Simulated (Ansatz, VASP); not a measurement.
Na in VASP and in Ansatz

File INCAR:

```
SYSTEM = Na
PREC = Accurate
ENCUT = 520
EDIFF = 1E-8
ISMEAR = -1
SIGMA = 0.05
LREAL = .FALSE.
LASPH = .TRUE.
NELM = 80
ALGO = Normal
ISIF = 2
LWAVE = .FALSE.
LCHARG = .FALSE.
GGA = PS
LEFG = .TRUE.
NBANDS = 10
```

KPOINTS

```
Automatic mesh
0
G
  12 12 12
  0 0 0
```

The input POSCAR:

```
Na
1.0
   -2.1175000000      2.1175000000      2.1175000000
    2.1175000000     -2.1175000000      2.1175000000
    2.1175000000      2.1175000000     -2.1175000000
Na
1
Direct
    0.0000000000      0.0000000000      0.0000000000
```

Input for Ansatz:

```yaml
crystal:
  lattice:
    - [-2.1175, 2.1175, 2.1175]
    - [2.1175, -2.1175, 2.1175]
    - [2.1175, 2.1175, -2.1175]
  atoms:
    - { symbol: Na, position: [0.0, 0.0, 0.0] }
kpoints:
  mp_grid: { grid: [12, 12, 12] }
  band_path:
    path:
      - [0.0, 0.0, 0.0]
      - [0.5, -0.5, 0.5]
      - [0.0, 0.0, 0.5]
      - [0.0, 0.0, 0.0]
      - [0.25, 0.25, 0.25]
      - [0.5, -0.5, 0.5]
      - [0.25, 0.25, 0.25]
      - [0.0, 0.0, 0.5]
    npoints: 14
scf:
  occupations: { method: fermi_dirac, width: 0.05 }
hamiltonian:
  xc: pbesol
  pseudopotentials: { kind: paw }
output:
  forces: true
  stress: true
  eigenvalues: true
  efg: { contact_densities: true }
  populations: true
  bader: true
  dos: { projected: true, de: 0.2, e_range: [-14, 8] }
  write_density: true
  write_potential: true
  elf: true
  volumetric_format: npy
```

Alike in both runs: task electric field gradients; functional PBEsol; k mesh 12 × 12 × 12; occupations fermi-dirac, width 0.05 eV; no spin polarisation.

```csv
,VASP,Ansatz
version,VASP 6.6.1,Ansatz 0.2.0
potentials or method,"VASP PAW PBE potentials, release 64 (Na_pv)","PAW with Ansatz's default frozen-core files, scalar-relativistic"
plane-wave cutoff (eV),520,420
valence electrons in the cell,7,9
```

|  | VASP | Ansatz | Ansatz less VASP |
| --- | --- | --- | --- |
| pressure (GPa) | -0.3 | -0.3 | 0.00 |
| Vzz of the field gradient on the site that differs most (V/Å²) | 0.0 | 0.0 | +0.01 |

The two sets of potentials don't hold the same shells in valence.

Caveats: the PAW data sets were made with another functional, which shifts forces and pressure a little (VASP).
